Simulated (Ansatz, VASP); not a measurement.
**BaS in VASP and in Ansatz**

```
CELL_PARAMETERS angstrom
5.27956 0.00000 0.00000
0.00000 5.27956 0.00000
0.00000 0.00000 3.74358
ATOMIC_POSITIONS crystal
Ba 0.50000 0.00000 0.45401
Ba 0.00000 0.50000 0.54599
S 0.00000 0.00000 0.00000
S 0.50000 0.50000 0.00000
```

Alike in both runs: functional PBEsol; k mesh 6 × 6 × 8; occupations gaussian, width 0.05 eV; no spin polarisation.

Ansatz relaxed the structure, and its values are those at the end. VASP's run is a single point on that final structure, the one shown.

|  | VASP | Ansatz |
| --- | --- | --- |
| version | VASP 6.6.1 | Ansatz 0.2.0 |
| potentials or method | VASP PAW PBE potentials, release 64 (Ba_sv, S) | scalar-relativistic, plane waves, PAW |
| plane-wave cutoff (eV) | 520 | 420 |
| valence electrons in the cell | 32 | 32 |

VASP gave:

| Property | Result |
| --- | --- |
| gap on the k mesh at the Fermi level (eV) | 1.28 |
| least direct gap on the mesh (eV) | 1.28 |
| pressure (GPa) | 3.1 |
| rms of the force components (eV/Å) | 0.012 |

Question: What did Ansatz give for the same quantities?

Answer: gap on the k mesh at the Fermi level (eV): 1.40; least direct gap on the mesh (eV): 1.40; pressure (GPa): 1.7; rms of the force components (eV/Å): 0.000.

With one functional, cell and mesh, what is left measures potentials, basis and numerics.

Caveats: the PAW data sets were made with another functional, which shifts forces and pressure a little (VASP); spin-orbit coupling is left out, which moves the levels of the heavy elements. As with any semilocal functional, this PBEsol gap is likely too small. A k mesh can miss the band edges.
